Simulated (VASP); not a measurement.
Wanted: an ASE script for a VASP 6.6.1 run.

```
Task                   : single point
Functional             : PBE
Potentials or basis    : VASP PAW PBE potentials, release 64 (Mn_pv, O)
Cutoff                 : 520 eV
k mesh                 : 9 × 9 × 5
Occupations            : gaussian, width 0.05 eV
Spin                   : collinear spin, ferromagnetic start
Starting moments       : [4.0, 4.0, 0.0, 0.0] μB
Further INCAR settings : ALGO = Normal; EDIFF = 1.00e-07
```

The structure of MnO lies in POSCAR:

```
MnO
1.0
    3.3717000000      0.0000000000      0.0000000000
   -1.6858500000      2.9199778539      0.0000000000
    0.0000000000      0.0000000000      5.3855000000
Mn O
2 2
Direct
    0.6666666667      0.3333333333      0.5109600000
    0.3333333333      0.6666666667      0.0109600000
    0.6666666667      0.3333333333      0.8754700000
    0.3333333333      0.6666666667      0.3754700000
```

Measurements of this composition are mostly on another form, of space group No. 225.

The input as run:

run.py

```python
from ase.calculators.vasp import Vasp
from ase.dft.bandgap import bandgap
from ase.io import read

atoms = read('POSCAR')
atoms.set_initial_magnetic_moments([4.0, 4.0, 0.0, 0.0])
calc = Vasp(
    directory='calc',
    xc='pbe',
    pp='PBE',
    setups='recommended',
    prec='Accurate',
    encut=520,
    ediff=1e-07,
    ismear=0,
    sigma=0.05,
    lreal=False,
    lasph=True,
    nelm=100,
    algo='Normal',
    isif=2,
    lwave=False,
    lcharg=False,
    ispin=2,
    lorbit=11,
    lmaxmix=4,
    kpts=[9, 9, 5],
    gamma=True,
)
atoms.calc = calc

print('energy (eV):', atoms.get_potential_energy())
print('free energy (eV):', atoms.get_potential_energy(force_consistent=True))
print('forces (eV/A):')
print(atoms.get_forces())
print('stress (eV/A^3, Voigt):', atoms.get_stress())
print('Fermi level (eV):', calc.get_fermi_level())
print('moment (muB):', atoms.get_magnetic_moment())
print('site moments (muB):', atoms.get_magnetic_moments())
gap, top, bottom = bandgap(calc)
print('band gap (eV):', gap, 'from (spin, k, band)', top, 'to', bottom)
```

Potentials or basis: VASP PAW PBE potentials, release 64 (Mn_pv, O).

Launch:

```console
$ python run.py
```

It gave:

* Pressure: 6.6 GPa
* Largest force: 0.655 eV/Å
* Band gap on the k mesh: none (metal or under the smearing width)
* Net moment: 10.00 μB per cell
* Site moments: Mn +4.41; O +0.20 μB
* Valence electrons inside the program's atomic spheres: Mn 11.43; O 5.02

Caveat: semilocal functionals often make such compounds metallic where correlation or magnetic order opens a gap, which also shifts bond lengths; only a ferromagnetic start was run, and an antiferromagnetic order may lie lower in energy.

Run time: 100 s on 1 thread of Intel(R) Xeon(R) Platinum 8559C (Emerald Rapids), with other jobs on the host, peak memory 0.24 GiB.
